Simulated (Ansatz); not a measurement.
**SiC: band gap under strain**

Aim: follow the gap of SiC (zincblende) through these states: -1.8 % biaxial strain in the (111) plane, free along [111]; +4.8 % equal strain in all directions; -1.6 % shear in the xy plane. The table at the end shows which levels were run.

Program: Ansatz 0.2.0. PAW datasets, plane waves. Calculated at 0 K for a non-magnetic cell.

## Step 1: The cell

The unstrained cell was relaxed with r2SCAN; in each strained cell the atoms were relaxed again with r2SCAN. Names of k-points are those of the unstrained zone, where strain can split equivalent points. First state: -1.8 % biaxial strain in the (111) plane, free along [111].

It is trigonal, R3m (No. 160); a = 3.024 Å, c = 7.572 Å in the conventional setting, 10.00 Å³ an atom. Near Si stand 4 C at 1.86–1.88 Å; near C stand 4 Si at 1.86–1.88 Å.

Coordinates:

```
CELL_PARAMETERS angstrom
0.03152 2.17015 2.17015
2.17015 0.03152 2.17015
2.17015 2.17015 0.03152
ATOMIC_POSITIONS crystal
Si 0.00072 0.00072 0.00072
C 0.24928 0.24928 0.24928
```

## Step 2: -1.8 % biaxial strain in the (111) plane, free along [111]: PBE

Contents of input.yaml:

```yaml
crystal:
  lattice:
    - [0.0315228309, 2.170152431, 2.170152431]
    - [2.170152431, 0.0315228309, 2.170152431]
    - [2.170152431, 2.170152431, 0.0315228309]
  atoms:
    - { symbol: Si, position: [0.000716466, 0.000716466, 0.000716466] }
    - { symbol: C, position: [0.249283534, 0.249283534, 0.249283534] }
kpoints:
  mp_grid: { grid: [10, 10, 10] }
  band_path:
    path:
      - [0.0, 0.0, 0.0]
      - [-0.5, -0.5, 0.0]
      - [-0.375, -0.375, 0.25]
      - [-0.375, 0.0, 0.375]
      - [0.0, 0.0, 0.5]
      - [-0.5, -0.25, 0.25]
    npoints: 1
hamiltonian:
  xc: pbe
scf:
  occupations: { method: fermi_dirac, width: 0.02 }
  n_extra_bands: 4
output:
  forces: true
  stress: true
  eigenvalues: true
```

After this run come: -1.8 % biaxial strain in the (111) plane, free along [111]: r2SCAN; -1.8 % biaxial strain in the (111) plane, free along [111]: HSE06; +4.8 % equal strain in all directions: PBE; +4.8 % equal strain in all directions: r2SCAN; +4.8 % equal strain in all directions: HSE06; -1.6 % shear in the xy plane: PBE; -1.6 % shear in the xy plane: r2SCAN; -1.6 % shear in the xy plane: HSE06.

Before running it: what results should come out?

The runs gave:

Least gap in eV (negative: overlap):

| state | PBE | r2SCAN | HSE06 |
| --- | --- | --- | --- |
| -1.8 % biaxial strain in the (111) plane, free along [111] | 1.24 | 1.60 | 2.12 |
| +4.8 % equal strain in all directions | 1.47 | 1.79 | 2.29 |
| -1.6 % shear in the xy plane | 1.27 | 1.62 | 2.14 |

**Reading.** Where both were run, the HSE06 gap lies +0.82 to +0.88 eV from PBE's, each on its own k points. In PBE the gap is least under -1.8 % biaxial strain in the (111) plane, free along [111] (1.24 eV) and largest under +4.8 % equal strain in all directions (1.47 eV).
